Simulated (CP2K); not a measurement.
Runs of CP2K 2026.2 on TiO2. The structure is orthorhombic, space group Imma (No. 74). Conventional cell: a = 5.946 Å, b = 6.575 Å, c = 6.575 Å, α = 90.00°, β = 90.00°, γ = 90.00°. Ti (site symmetry 2/m) is surrounded by 6 O at 1.96 to 2.00 Å. Ti (site symmetry mm2) is surrounded by 6 O at 1.94 to 2.00 Å. O (site symmetry m) is surrounded by 3 Ti at 1.94 to 2.00 Å. O (site symmetry m) is surrounded by 3 Ti at 1.96 to 2.00 Å. The cell is a database's computed one.

```csv
level,cutoff of the non-local correlation (Ry),gap on the mesh (eV),pressure (GPa),largest force (eV/Å)
TPSS,-,1.92,(a),0.07
PBEsol,-,1.75,-6.3,0.12
LDA,-,1.72,-10.7,0.15
BLYP,-,(b),5.2,0.03
BEEF-vdW,300,1.77,1.0,0.04
OLYP,-,1.80,0.2,0.22
```

Alike in all rows: task band structure; potentials or basis POTENTIAL_UZH Ti GTH-PBE-q12, O GTH-PBE-q6; DZVP-MOLOPT-PBE-GTH basis; no spin polarisation; cell as given; k mesh 5 × 5 × 5; smearing fermi-dirac 0.05 eV.

Question: Estimate the missing entries.

Answer: (a) -2.6; (b) 1.78.

Caveats: the potentials were made for another functional, which shifts forces and pressure; the basis of atomic orbitals isn't converged, which shifts pressures, moduli and gaps.

Runs at the PBE level aren't shown here.
